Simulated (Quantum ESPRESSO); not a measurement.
## CoO in Quantum ESPRESSO: the effect of functional

Crystal: CoO.

```
CELL_PARAMETERS angstrom
0.00000 2.34364 2.34364
2.34364 0.00000 2.34364
2.34364 2.34364 0.00000
ATOMIC_POSITIONS crystal
Co 0.00000 0.00000 0.00000
O 0.25000 0.25000 0.25000
```

Measurements of this composition are mostly on another form, of space group No. 225.

Alike in all runs:

| Property | Result |
| --- | --- |
| Program | Quantum ESPRESSO 7.5 |
| Task | single point |
| Potentials or basis | PseudoDojo 0.4 SR PBEsol stringent |
| Cutoff | 1415 eV |
| Density cutoff | 5660 eV |
| k mesh | 7 × 7 × 7 |
| Occupations | gaussian, width 0.05 eV |
| Spin | collinear spin, ferromagnetic start |
| Starting moments | [3.0, 0.0] μB |
| Hubbard terms | Co d U = 2 eV |

| functional | gap on the mesh (eV) | pressure (GPa) |
| --- | --- | --- |
| LDA | 0.12 | -18.0 |
| PBEsol | 0.22 | -12.2 |
| PBE | 0.40 | -6.1 |
| revPBE | 0.49 | -2.9 |
| RPBE | 0.52 | -1.8 |
| PW91 | ? | ? |

Task: What does the run with functional PW91 give?

Result: gap on the mesh 0.39 eV; pressure -6.7 GPa.

Caveats: an odd mesh through Γ misses points on the zone boundary, where band edges often lie; a cell with one magnetic atom can't hold antiferromagnetic order, which such compounds often take; the potentials were made for another functional, which shifts forces and pressure (some runs).
